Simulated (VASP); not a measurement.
## HfO2: electric field gradients with PBE

The system is HfO2.

```xyz
12
Lattice="5.0803 0.0000 0.0000 0.0000 5.1649 0.0000 0.0000 0.0000 4.8909" Properties=species:S:1:pos:R:3 pbc="T T T"
Hf    1.4093    1.4555    3.5602
Hf    3.9495    1.1270    1.3307
Hf    3.6710    3.7094    3.5602
Hf    1.1308    4.0379    1.3307
O     2.5402    2.5824    2.0756
O     0.0000    0.0000    2.8153
O     2.5402    0.0000    2.4990
O     0.0000    2.5824    2.3919
O     1.5911    3.4277    4.3796
O     4.1312    4.3196    0.5113
O     3.4892    1.7372    4.3796
O     0.9491    0.8452    0.5113
```

The cell comes from a database or a generator and needn't be the stable form of this composition.

```yaml
Program: VASP 6.6.1
Task: electric field gradients
Functional: PBE
Potentials_or_basis: VASP PAW PBE potentials, release 64 (Hf_pv, O)
Cutoff: 520 eV
k_mesh: 4 × 4 × 4
Occupations: fermi-dirac, width 0.02 eV
Spin: no spin polarisation
Dipole_correction: no
Further_INCAR_settings: ALGO = Fast; EDIFF = 1e-08; NBANDS = 56
```

* Pressure: 6.5 GPa
* Largest force: 0.106 eV/Å
* Band gap on the k mesh: 3.82 eV, direct

Forces in eV/Å, atoms in the order of the input:
```
Hf  -0.024 -0.013  0.000
Hf  -0.024  0.013  0.000
Hf   0.024  0.013  0.000
Hf   0.024 -0.013  0.000
O    0.000  0.000 -0.098
O    0.000  0.000  0.098
O    0.000  0.000  0.003
O    0.000  0.000 -0.003
O   -0.013  0.026 -0.101
O   -0.013 -0.026  0.101
O    0.013 -0.026 -0.101
O    0.013  0.026  0.101
```

Stress tensor (GPa, compression positive):
```
6.13 0.00 0.00
0.00 6.53 0.00
0.00 0.00 6.89
```

Levels at points of the mesh, in eV from the valence-band top:
| k point | band 40 | band 41 | band 42 | band 43 | band 44 | band 45 | band 46 | band 47 | band 48 | band 49 |
| --- | --- | --- | --- | --- | --- | --- | --- | --- | --- | --- |
| (0.00, 0.00, 0.00) | -1.18 | -1.05 | -0.24 | -0.14 | -0.14 | 4.10 | 4.66 | 5.06 | 5.51 | 5.61 |
| (0.50, 0.00, 0.00) | -1.10 | -0.57 | -0.57 | -0.24 | -0.24 | 4.63 | 4.63 | 5.58 | 5.58 | 5.78 |
| (0.00, 0.50, 0.00) | -0.96 | -0.60 | -0.60 | -0.21 | -0.21 | 4.60 | 4.60 | 5.44 | 5.44 | 5.71 |
| (0.50, 0.50, 0.00) | -1.39 | -0.88 | -0.88 | -0.40 | -0.40 | 5.01 | 5.01 | 5.68 | 5.68 | 5.72 |
| (0.00, 0.00, 0.50) | -0.93 | -0.81 | -0.66 | -0.04 | 0.00 | 3.82 | 4.87 | 5.48 | 5.58 | 5.58 |
| (0.50, 0.00, 0.50) | -1.42 | -0.85 | -0.85 | -0.22 | -0.22 | 4.75 | 4.75 | 5.12 | 5.12 | 5.75 |
| (0.00, 0.50, 0.50) | -1.27 | -0.78 | -0.78 | -0.19 | -0.19 | 4.71 | 4.71 | 5.22 | 5.22 | 5.79 |
| (0.50, 0.50, 0.50) | -1.57 | -1.48 | -1.48 | -0.27 | -0.27 | 5.05 | 5.05 | 5.26 | 5.26 | 5.40 |

Electric field gradients, principal values (V/Å²):
```csv
atom,Vxx,Vyy,Vzz
1 Hf,-49.231,-134.226,183.457
2 Hf,-49.231,-134.226,183.457
3 Hf,-49.231,-134.226,183.457
4 Hf,-49.231,-134.226,183.457
5 O,4.267,18.223,-22.490
6 O,4.267,18.223,-22.490
7 O,1.951,9.713,-11.664
8 O,1.951,9.713,-11.664
9 O,11.749,37.663,-49.413
10 O,11.749,37.663,-49.413
11 O,11.749,37.663,-49.413
12 O,11.749,37.663,-49.413
```

It took 3.2 min on 1 thread of Intel(R) Xeon(R) Platinum 8488C (Sapphire Rapids) (shared host), peak memory 0.31 GiB.

Caveat: spin-orbit coupling is left out, which moves the levels of the heavy elements. Expect the measured gap to be larger: semilocal functionals such as PBE lack the derivative discontinuity.
